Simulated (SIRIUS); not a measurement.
# Te under changes of volume

One of the cells (31.146 Å³/atom); the others are scaled copies at fixed shape and fractional positions:

```xyz
1
Lattice="2.3059 1.3313 1.6910 -2.3059 1.3313 1.6910 0.0000 -2.6626 1.6910" Properties=species:S:1:pos:R:3 pbc="T T T"
Te    0.0000    0.0000    2.5364
```

This isn't the form of Te at room conditions, which is trigonal, of chains.

- Program: SIRIUS 7.10.0
- Functional: PBE
- Potentials or basis: PseudoDojo 0.4.1 PBE standard (scalar relativistic)
- Cutoff: 1102 eV
- Density cutoff: 4408 eV
- k mesh: 9 × 9 × 9
- Occupations: fermi-dirac, width 0.05 eV
- Spin: no spin polarisation

```csv
volume (Å³/atom),energy over the lowest point (meV/atom),pressure (GPa)
29.277,68.65,7.1
29.900,44.14,5.5
30.523,?,?
31.146,12.38,2.7
31.769,4.03,1.5
32.392,0.05,0.5
33.015,0.00,-0.5
```

Problem. What does the run at 30.523 Å³/atom give?

Solution. Energy over the lowest point 25.58 meV/atom; pressure 4.0 GPa.

Worked out: A Birch-Murnaghan fit of order 3 (a polynomial in V^(-2/3)) to the other rows has its minimum at 32.71 Å³/atom with B0 = V·E''(V) = 51 GPa and B' = 4.3 at fixed shape and positions, which overstates the stiffness. It gives 25.58 meV/atom at 30.523 Å³/atom, against the run's 25.58, and -dE/dV = 4.1 GPa, against 4.0.

Energies are extrapolated to zero smearing.
